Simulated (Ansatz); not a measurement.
**GaAgSe2: pressure and gap against volume**

A database entry relaxed whole under r2SCAN (I-42d):

```xyz
8
Lattice="-3.0090 3.0090 5.4935 3.0090 -3.0090 5.4935 3.0090 3.0090 -5.4935" Properties=species:S:1:pos:R:3 pbc="T T T"
Ga    0.0000    0.0000    5.4935
Ga    3.0090    0.0000    2.7468
Ag    0.0000    0.0000    0.0000
Ag    0.0000    3.0090    2.7468
Se    1.6991    1.5045    1.3734
Se    1.5045    4.3189   -1.3734
Se    1.3099    1.5045    6.8669
Se    1.5045   -1.3099    4.1201
```

The cell was scaled uniformly, its shape held, and the atoms relaxed at each volume with plane-wave PAW DFT (Ansatz 0.2.0; r2SCAN, 500 eV, 8×8×8 Γ-centred mesh, fermi-dirac occupations of width 0.020 eV; no spin, no spin-orbit coupling). One row is withheld.

```csv
volume (Å³/atom),energy over the lowest (meV/atom),pressure (GPa),gap over mesh and path (eV)
23.377,18.2,4.16,1.023
23.875,7.7,2.60,0.958
24.372,1.8,1.22,0.898
24.869,0.0,-0.01,0.842
25.367,?,?,?
25.864,6.7,-2.06,0.743
26.362,14.5,-2.92,0.700
```

Fit the pressures of the other rows to the third-order Birch-Murnaghan form.

With f = [(V₀/V)^(2/3) − 1]/2 and P = 3B₀f(1 + 2f)^(5/2)[1 + 3(B₀′ − 4)f/2], least squares gives V₀ = 24.87 Å³ an atom, B₀ = 57.8 GPa and B₀′ = 5.0; the rows miss the fit by less than 0.01 GPa. The slope of the energies differs from these pressures by less than 0.05 GPa.

How does the gap move with volume?

A parabola in ln(V/V₀) through the other rows has the slope dE_g/d ln V = -2.7 eV at V₀, so by B₀ the gap moves by +46 meV a GPa at this fixed shape: it widens under pressure.

What does the withheld row hold?

The fit gives -1.10 GPa at 25.367 Å³; the run gave -1.10 GPa and 1.7 meV an atom. Its gap is 0.790 eV, against 0.790 eV from the parabola.

Caveats: the shape of the cell was held, so B₀ is an upper bound where the axes differ in stiffness; 0 K, fixed nuclei; the symmetry was kept, and this need not be the phase that is stable at 0 K; one mesh for all volumes; r2SCAN gaps lie as a rule under measured ones; the slope of the gap can be off by tens of per cent, more where shallow d levels or spin-orbit coupling act on the edges; no spin-orbit coupling, which narrows gaps of heavier elements; pressure is positive in compression.
